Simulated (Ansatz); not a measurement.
# BaH2 (model cell, started as CdI2 type): relaxing the cell for a phonon run

Aim: bring BaH2 (model cell, started as CdI2 type) to small forces and stress, as phonons need.

Main program and level: Ansatz 0.2.0; DFT PBE, scalar-relativistic, plane waves, PAW.

Report form: the programs' logs are mostly left out.

The structure was built from a prototype and need not be the compound's stable phase.

**1. The starting structure**

The structure is trigonal, space group P-3m1 (No. 164). The conventional cell has a = 3.988 Å, b = 3.988 Å, c = 6.460 Å, α = 90.00°, β = 90.00°, γ = 120.00°. Nearest to Ba lie 6 H at 2.81 Å. Nearest to H lie 3 Ba at 2.81 Å. Farther neighbours are not listed.

**2. Probe on a coarse mesh**

First a cheap look: the gap decides the mesh and the occupations, the pressure tells how far the cell has to move.

input.yaml

```yaml
crystal:
  lattice:
    - [3.9875, 0.0, 0.0]
    - [-1.99375, 3.45328, 0.0]
    - [0.0, 0.0, 6.45975]
  atoms:
    - { symbol: Ba, position: [0.0, 0.0, 0.0] }
    - { symbol: H, position: [0.333333, 0.666667, 0.25] }
    - { symbol: H, position: [0.666667, 0.333333, 0.75] }
kpoints:
  mp_grid: { grid: [6, 6, 4] }
hamiltonian:
  xc: pbe
scf:
  occupations: { method: gaussian, width: 0.1 }
output:
  forces: true
  stress: true
  eigenvalues: true
```

The run is started by

```sh
> ansatz run input.yaml --threads 4 --pin off --max-ram 7168MiB --backend cpu --events-out ev --progress --plain --runs-dir out
```

The job ended after 0.63 s (4 threads of Arm Neoverse V2, shared host; peak memory 0.33 GiB).

This step gave:

- pressure: -0.6994 GPa
- gap on the k-mesh: 1.533 eV
- volume per atom: 29.65 Å³
- direct gap on mesh: 1.533 eV

The coarse mesh shows a gap of 1.53 eV and a pressure of -0.7 GPa.

**3. Rough relaxation**

The start is far from rest, so a relaxation with loose tolerances brings it close first.

Changes to input.yaml since step 2:

```diff
@@ -19 +19,6 @@
   eigenvalues: true
+relax:
+  adjacent_minimum: "off"
+  f_tol: 0.05
+  max_steps: 80
+  cell: { stress_tol: 0.5 }
```

Wall time 6.1 s (4 threads); peak memory 0.36 GiB.

The steps of the relaxation:

| step | energy less that of the first step (eV) | largest force component (eV/Å) | pressure (GPa) | volume (Å³) |
| --- | --- | --- | --- | --- |
| 1 | 0.0000 | 1.0129 | -0.70 | 88.95 |
| 2 | -0.4107 | 0.5960 | 0.21 | 89.21 |
| 3 | -0.6368 | 0.2430 | 0.58 | 91.53 |
| 4 | -0.7156 | 0.0665 | -0.03 | 96.69 |
| 5 | -0.7196 | 0.0117 | -0.04 | 97.32 |
| 6* | -0.7236 | 0.0118 | 0.00 | 97.32 |

Relaxation steps marked * repeat the geometry before them on a plane-wave basis chosen anew for their cell, so energy and pressure can jump there.

The run keeps the 12 symmetry operations that it works with, so distortions that break them were not tested.

| conventional cell, symmetrised | before | after | change |
| --- | --- | --- | --- |
| a (Å) | 3.988 | 4.310 | +8.1 % |
| b (Å) | 3.988 | 4.310 | +8.1 % |
| c (Å) | 6.460 | 6.048 | -6.4 % |
| volume (Å³/atom) | 29.65 | 32.44 | +9.4 % |

The atoms that moved most (Å, as changes of fractional coordinates times the final cell):

| atom | dx | dy | dz | length |
| --- | --- | --- | --- | --- |
| H2 | 0.000 | 0.000 | -0.562 | 0.562 |
| H3 | 0.000 | 0.000 | 0.562 | 0.562 |

The relaxed structure:

```xyz
3
Lattice="4.3104 0.0000 0.0000 -2.1552 3.7329 0.0000 0.0000 0.0000 6.0481" Properties=species:S:1:pos:R:3 pbc="T T T"
Ba    0.0000    0.0000    0.0000
H     0.0000    2.4886    0.9498
H     2.1552    1.2443    5.0984
```

Numbers from this step:

```yaml
pressure: -0.003120 GPa
gap_on_the_k_mesh: 2.259 eV
volume_per_atom: 32.44 Å³
direct_gap_on_mesh: 2.259 eV
```

In this step the volume went from 29.65 to 32.44 Å³/atom.

**4. Relaxation**

The cell and atoms are relaxed, since residual forces and stress would shift the frequencies.

input.yaml

```yaml
crystal:
  lattice:
    - [4.3104197857, 0.0, 0.0]
    - [-2.1552098928, 3.7329330354, 0.0]
    - [0.0, 0.0, 6.0481365452]
  atoms:
    - { symbol: Ba, position: [0.0, 0.0, 0.0] }
    - { symbol: H, position: [0.3333333333, 0.6666666667, 0.1570334047] }
    - { symbol: H, position: [0.6666666667, 0.3333333333, 0.8429665953] }
kpoints:
  mp_grid: { grid: [6, 6, 4] }
hamiltonian:
  xc: pbe
scf:
  occupations: { method: gaussian, width: 0.02 }
output:
  forces: true
  stress: true
  eigenvalues: true
  write_density: true
  write_potential: true
  elf: true
  volumetric_format: npy
relax:
  adjacent_minimum: "off"
  f_tol: 0.005
  max_steps: 80
  cell: { stress_tol: 0.05 }
```

The job ended after 8.1 s (4 threads; peak memory 0.37 GiB; 5.9 s of CPU time).

Step by step:

| step | energy less that of the first step (eV) | largest force component (eV/Å) | pressure (GPa) | volume (Å³) |
| --- | --- | --- | --- | --- |
| 1 | 0.0000 | 0.0118 | 0.00 | 97.32 |
| 2 | -0.0002 | 0.0033 | -0.01 | 97.48 |
| 3* | -0.0002 | 0.0033 | -0.01 | 97.48 |

Relaxation steps marked * repeat the geometry before them on a plane-wave basis chosen anew for their cell, so energy and pressure can jump there.

Forces are held to the 12 operations that the run works with; a distortion that breaks them can't arise in this run.

| conventional cell, symmetrised | before | after | change |
| --- | --- | --- | --- |
| a (Å) | 4.310 | 4.318 | +0.2 % |
| b (Å) | 4.310 | 4.318 | +0.2 % |
| c (Å) | 6.048 | 6.038 | -0.2 % |
| volume (Å³/atom) | 32.44 | 32.49 | +0.2 % |

The atoms that moved most (Å, as changes of fractional coordinates times the final cell):

| atom | dx | dy | dz | length |
| --- | --- | --- | --- | --- |
| H3 | 0.000 | 0.000 | 0.012 | 0.012 |
| H2 | 0.000 | 0.000 | -0.012 | 0.012 |

The relaxed structure:

```cif
data_structure
_symmetry_space_group_name_H-M 'P 1'
_symmetry_Int_Tables_number 1
_cell_length_a 4.3176
_cell_length_b 4.3176
_cell_length_c 6.0384
_cell_angle_alpha 90.000
_cell_angle_beta 90.000
_cell_angle_gamma 120.000
_cell_volume 97.48
loop_
_atom_site_label
_atom_site_type_symbol
_atom_site_fract_x
_atom_site_fract_y
_atom_site_fract_z
_atom_site_occupancy
Ba1 Ba 0.00000 0.00000 0.00000 1
H2 H 0.33333 0.66667 0.15497 1
H3 H 0.66667 0.33333 0.84503 1
```

This step gave:

* pressure: -0.009736 GPa
* gap on the k-mesh: 2.230 eV
* volume per atom: 32.49 Å³
* direct gap on mesh: 2.230 eV

Valence density in the ac plane at fractional y = 0.000, with atoms of Ba within 0.2 Å of it. It is the smooth field of the valence electrons, not physical close to the nuclei.

Values in e/Å³, 19 rows by 14 columns, each cell a mean:
```
0.6 1.1 1.3 0.7 0.2 0.1 0.1 0.1 0.1 0.1 0.4 1.0 1.3 0.9
1.3 1.3 1.0 0.5 0.2 0.1 0.1 0.1 0.1 0.1 0.3 0.7 1.2 1.3
1.0 0.9 0.5 0.2 0.1 0.1 0.1 0.1 0.1 0.1 0.1 0.3 0.7 1.0
0.4 0.3 0.2 0.1 0.0 0.0 0.0 0.0 0.0 0.0 0.1 0.1 0.2 0.3
0.1 0.1 0.0 0.0 0.0 0.0 0.0 0.0 0.0 0.0 0.0 0.0 0.1 0.1
0.0 0.0 0.0 0.0 0.0 0.0 0.0 0.0 0.0 0.0 0.0 0.0 0.0 0.0
0.0 0.0 0.0 0.0 0.0 0.0 0.0 0.0 0.0 0.0 0.0 0.0 0.0 0.0
0.0 0.0 0.0 0.0 0.0 0.0 0.0 0.0 0.0 0.0 0.0 0.0 0.0 0.0
0.0 0.0 0.0 0.0 0.0 0.0 0.0 0.0 0.0 0.0 0.0 0.0 0.0 0.0
0.0 0.0 0.0 0.0 0.0 0.0 0.0 0.0 0.0 0.0 0.0 0.0 0.0 0.0
0.0 0.0 0.0 0.0 0.0 0.0 0.0 0.0 0.0 0.0 0.0 0.0 0.0 0.0
0.0 0.0 0.0 0.0 0.0 0.0 0.0 0.0 0.0 0.0 0.0 0.0 0.0 0.0
0.0 0.0 0.0 0.0 0.0 0.0 0.0 0.0 0.0 0.0 0.0 0.0 0.0 0.0
0.0 0.0 0.0 0.0 0.0 0.0 0.0 0.0 0.0 0.0 0.0 0.0 0.0 0.0
0.2 0.2 0.1 0.1 0.0 0.0 0.0 0.0 0.0 0.0 0.0 0.1 0.1 0.2
0.7 0.6 0.3 0.2 0.1 0.1 0.1 0.1 0.1 0.1 0.1 0.2 0.4 0.6
1.3 1.2 0.8 0.4 0.1 0.1 0.1 0.1 0.1 0.1 0.2 0.5 1.0 1.3
0.9 1.2 1.2 0.7 0.2 0.1 0.1 0.1 0.1 0.1 0.3 0.9 1.3 1.1
0.3 0.9 1.3 0.8 0.3 0.1 0.1 0.1 0.1 0.1 0.4 1.1 1.3 0.6
```
Columns run along a (4.3 Å), rows up along c (6.0 Å). Atoms in or near the plane, at fractional coordinates: Ba at (0.00, 0.00).

ELF in the ac plane at fractional y = 0.000, with atoms of Ba within 0.2 Å of it. It is the smooth field of the valence electrons, not physical close to the nuclei.

Values, 19 rows by 14 columns, each cell a mean:
```
0.08 0.38 0.83 0.81 0.41 0.09 0.07 0.09 0.06 0.15 0.59 0.86 0.70 0.23
0.61 0.76 0.87 0.71 0.28 0.09 0.14 0.20 0.11 0.11 0.44 0.81 0.85 0.71
0.88 0.87 0.80 0.48 0.14 0.11 0.31 0.44 0.23 0.08 0.23 0.63 0.84 0.88
0.77 0.71 0.48 0.18 0.06 0.19 0.53 0.68 0.41 0.10 0.08 0.27 0.59 0.74
0.43 0.33 0.15 0.05 0.05 0.27 0.65 0.79 0.54 0.14 0.04 0.07 0.22 0.37
0.07 0.04 0.02 0.02 0.06 0.31 0.65 0.75 0.56 0.18 0.04 0.01 0.03 0.05
0.01 0.01 0.00 0.01 0.05 0.21 0.39 0.46 0.34 0.13 0.03 0.01 0.00 0.01
0.00 0.00 0.00 0.01 0.02 0.06 0.09 0.11 0.08 0.04 0.02 0.00 0.00 0.00
0.00 0.00 0.00 0.00 0.00 0.01 0.01 0.01 0.01 0.01 0.00 0.00 0.00 0.00
0.00 0.00 0.00 0.00 0.00 0.01 0.01 0.01 0.01 0.00 0.00 0.00 0.00 0.00
0.00 0.00 0.00 0.01 0.01 0.02 0.03 0.03 0.03 0.02 0.01 0.00 0.00 0.00
0.00 0.00 0.00 0.01 0.05 0.15 0.27 0.31 0.24 0.10 0.03 0.01 0.00 0.00
0.03 0.02 0.01 0.01 0.06 0.29 0.58 0.67 0.50 0.17 0.04 0.01 0.01 0.02
0.24 0.17 0.06 0.03 0.05 0.30 0.67 0.80 0.57 0.16 0.04 0.03 0.10 0.20
0.68 0.59 0.35 0.12 0.05 0.21 0.58 0.74 0.46 0.11 0.06 0.18 0.46 0.63
0.87 0.84 0.69 0.35 0.10 0.13 0.40 0.55 0.30 0.08 0.15 0.48 0.77 0.85
0.79 0.85 0.86 0.65 0.22 0.09 0.19 0.28 0.15 0.09 0.37 0.77 0.87 0.83
0.24 0.53 0.85 0.78 0.37 0.08 0.09 0.12 0.08 0.14 0.55 0.85 0.76 0.40
0.02 0.22 0.79 0.82 0.45 0.09 0.05 0.06 0.05 0.17 0.63 0.86 0.60 0.09
```
Columns run along a (4.3 Å), rows up along c (6.0 Å). Atoms in or near the plane, at fractional coordinates: Ba at (0.00, 0.00).

Electrostatic potential energy in the ac plane at fractional y = 0.000, with atoms of Ba within 0.2 Å of it. With pseudopotentials it is smooth inside the atoms' cores, unlike the true potential.

Ten even steps from '0' (-40 eV) to '9' (6 eV), each cell a mean:
```
00147999987300
01368999997520
33578999998753
67889999999877
88899999999988
99999999999999
99999999999999
99999999999999
99999999999999
99999999999999
99999999999999
99999999999999
99999999999999
88999999999998
77899999999887
45789999998765
11468999998631
00258999987410
00147999986300
```
Columns run along a (4.3 Å; values clipped at the 3rd and 97th percentile), rows up along c (6.0 Å). Atoms in or near the plane, at fractional coordinates: Ba at (0.00, 0.00).

In this step the volume went from 32.44 to 32.49 Å³/atom.

**5. Relaxing to small forces for the phonons**

Phonons need a cell at rest on their own settings, so the relaxation is repeated with tight tolerances on forces and stress on the k mesh and occupations of the first response run.

input.yaml

```yaml
crystal:
  lattice:
    - [4.3175739651, 0.0, 0.0]
    - [-2.1587869825, 3.7391287365, 0.0]
    - [0.0, 0.0, 6.038399562]
  atoms:
    - { symbol: Ba, position: [0.0, 0.0, 0.0] }
    - { symbol: H, position: [0.3333333333, 0.6666666667, 0.1549700437] }
    - { symbol: H, position: [0.6666666667, 0.3333333333, 0.8450299563] }
kpoints:
  mp_grid: { grid: [6, 6, 4] }
hamiltonian:
  xc: pbe
scf:
  occupations: { method: fixed }
output:
  forces: true
  stress: true
  eigenvalues: true
relax:
  adjacent_minimum: "off"
  f_tol: 0.001
  max_steps: 60
  cell: { stress_tol: 0.01 }
```

Elapsed: 38 s, on 4 threads; peak memory 0.37 GiB; 39 s of CPU time.

The steps of the relaxation:

| step | energy less that of the first step (eV) | largest force component (eV/Å) | pressure (GPa) | volume (Å³) |
| --- | --- | --- | --- | --- |
| 1 | 0.0000 | 0.0033 | -0.01 | 97.48 |
| 2 | -0.0001 | 0.0007 | -0.02 | 97.33 |
| 3 | -0.0004 | 0.0067 | -0.03 | 96.66 |
| 4 | -0.0015 | 0.0170 | -0.05 | 94.06 |
| 5 | -0.0039 | 0.0160 | -0.05 | 89.21 |
| 6 | -0.0065 | 0.0047 | -0.03 | 84.36 |
| 7 | -0.0085 | 0.0174 | 0.03 | 79.44 |
| 8 | -0.0089 | 0.0203 | 0.04 | 78.42 |
| 9 | -0.0099 | 0.0187 | 0.06 | 76.27 |
| 10 | -0.0108 | 0.0071 | 0.02 | 74.32 |
| 11 | -0.0113 | 0.0025 | 0.00 | 73.00 |
| 12 | -0.0114 | 0.0009 | 0.00 | 72.70 |
| 13 | -0.0115 | 0.0005 | 0.00 | 72.31 |
| 14 | -0.0114 | 0.0001 | 0.00 | 72.49 |
| 15* | -0.0092 | 0.0003 | -0.03 | 72.49 |
| 16 | -0.0109 | 0.0154 | 0.04 | 67.18 |
| 17 | -0.0104 | 0.0020 | 0.00 | 69.89 |
| 18 | -0.0106 | 0.0005 | 0.00 | 69.37 |
| 19 | -0.0106 | 0.0004 | 0.00 | 69.16 |
| 20* | -0.0098 | 0.0004 | -0.01 | 69.16 |
| 21 | -0.0103 | 0.0002 | 0.00 | 67.67 |
| 22* | -0.0099 | 0.0002 | -0.01 | 67.67 |

Relaxation steps marked * repeat the geometry before them on a plane-wave basis chosen anew for their cell, so energy and pressure can jump there.

The run keeps the 12 symmetry operations that it works with, so distortions that break them were not tested.

| cell as run | before | after | change |
| --- | --- | --- | --- |
| a (Å) | 4.318 | 4.256 | -1.4 % |
| b (Å) | 4.318 | 4.256 | -1.4 % |
| c (Å) | 6.038 | 4.314 | -28.6 % |
| volume (Å³/atom) | 32.49 | 22.56 | -30.6 % |

The atoms that moved most (Å, as changes of fractional coordinates times the final cell):

| atom | dx | dy | dz | length |
| --- | --- | --- | --- | --- |
| H3 | 0.000 | 0.000 | -0.354 | 0.354 |
| H2 | 0.000 | 0.000 | 0.354 | 0.354 |

Final coordinates:

```xyz
3
Lattice="4.2561 0.0000 0.0000 -2.1281 3.6859 0.0000 0.0000 0.0000 4.3139" Properties=species:S:1:pos:R:3 pbc="T T T"
Ba    0.0000    0.0000    0.0000
H     0.0000    2.4573    1.0228
H     2.1281    1.2286    3.2911
```

This step gave:

* pressure: -0.005737 GPa
* gap on the k-mesh: 1.469 eV
* volume per atom: 22.56 Å³
* direct gap on mesh: 1.648 eV

The largest force component left is 0.21 meV/Å and the pressure is -0.006 GPa, within the tolerances set. The cell now holds 22.56 Å³/atom.

**6. Summary of results**

* space group after relaxation (within 0.01 Å): P-3m1
* lattice constant a: 4.256 Å
* lattice constant b: 4.256 Å
* lattice constant c: 4.314 Å
* volume per atom: 22.6 Å³
* gap on the k-mesh: 1.47 eV

What this shows: The largest force component left is 0.21 meV/Å and the pressure is -0.006 GPa, within the tolerances set. The cell now holds 22.56 Å³/atom. The relaxation keeps the symmetry of its start, so it says nothing on stability against lower symmetry. Spin-orbit coupling is left out, which can matter for the heavy elements here. The starting cell was built on a prototype and not taken from a measurement, so the phase need not exist.

[Logs are printed without paths, hosts, clocks, repeated set-up lines and the standing remarks that a program may print on its own settings, such as how far it seeks lower states.]

[Hosts, paths, dates, database ids (printed as entryN), source tags and the programs' standing remarks are cut or masked in the printed files.]
